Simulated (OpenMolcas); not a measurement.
**Predicting a hybrid from its neighbours: C4H10Zn (diethylzinc (DEZ))**

C4H10Zn has 15 atoms, charge 0, and is taken as a singlet. SMILES: `CC[Zn]CC`. The coordinates come from a PBE0-D4/def2-TZVP relaxation.

The HOMO–LUMO gap y, in eV, basis 6-31G(d); a is the functional's share of exact exchange. Programs: OpenMolcas 26.06.

| functional | program | a | y (eV) |
| --- | --- | --- | --- |
| TPSS | OpenMolcas | 0 | 4.88 |
| BLYP | OpenMolcas | 0 | 4.45 |
| B3LYP | OpenMolcas | 0.2 | 5.92 |
| PBE0 | OpenMolcas | 0.25 | ? |
| BHLYP | OpenMolcas | 0.5 | 8.03 |

Q: Fit y = c + s·a to the known rows and predict PBE0.

A: 
1. Means of the 4 rows: a = 0.1750, y = 5.820.
2. Σ(Δa)² = 0.1675, Σ(Δa·Δy) = 1.125, so the slope is 1.125/0.1675 = 6.7164.
3. Intercept: 5.820 − (6.7164) × 0.1750 = 4.645. The largest residual of the fit is 0.24.
4. PBE0: 4.645 + (6.7164) × 0.25 = 6.32 eV.

The run gave 6.43 eV, so the prediction is off by -0.11 eV, within the scatter of the fit. Exact exchange lowers occupied levels and raises empty ones. The rows mix families of semi-local functionals, which the line can't see.
